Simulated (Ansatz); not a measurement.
A trial structure of BeS was built thus: 3-connected net, two elements alternating (P4_32_12, No. 96). Its size is a rough estimate.

```cif
data_structure
_symmetry_space_group_name_H-M 'P4_32_12'
_symmetry_Int_Tables_number 96
_cell_length_a 4.1242
_cell_length_b 4.1242
_cell_length_c 12.4617
_cell_angle_alpha 90.000
_cell_angle_beta 90.000
_cell_angle_gamma 90.000
_cell_volume 211.96
loop_
_atom_site_label
_atom_site_type_symbol
_atom_site_symmetry_multiplicity
_atom_site_Wyckoff_symbol
_atom_site_fract_x
_atom_site_fract_y
_atom_site_fract_z
_atom_site_occupancy
Be1 Be 8 b 0.43203 0.88390 0.93858 1
S1 S 8 b 0.06797 0.61610 0.93858 1
```

Method: DFT PBE, scalar-relativistic, plane waves, PAW in Ansatz. Cutoff 420 eV, Gaussian smearing, Γ-centred meshes. Cell and atoms relax first on a coarse mesh and then on a converged one. In between, the cell is made exact in the group found at 0.06 Å. The steps can't lower the symmetry of their start. No spin polarisation.

A guess keeps its type if space group and coordination stay and the shape of the cell changes little (axis ratios within about 15 %, angles within 6°); the volume may change.

**Question.** Will the relaxed cell still be of the starting type?

**Answer.** It keeps its type. The symmetry stays P4_32_12 (No. 96). The volume per atom grows by 27.7 %, from 13.2 to 16.9 Å³. The shortest distance goes from 1.85 Å (Be–S) to 2.03 Å (Be–S). The ratio c/a of the conventional cell changes by a factor of 1.05. Counting neighbours within 15 % of an atom's shortest distance, the start has Be 3, S 3 and the end Be 3, S 3.

The zero of energy is the elements' standard structures at the same level; no fitted shifts are applied.

**Question.** At what energy does it end?

**Answer.** −0.759 eV/atom.

The last run used a 6×6×2 mesh (in the run's order of axes) for its 16-atom cell and Gaussian smearing of 0.02 eV. The reference form of S is held partly by dispersion forces, which this level lacks. A structure relaxed within its symmetry needn't be a true minimum. Another cell of BeS relaxed alike, in Pnma, lies 213 meV/atom lower, so this cell isn't the stable form at this level.
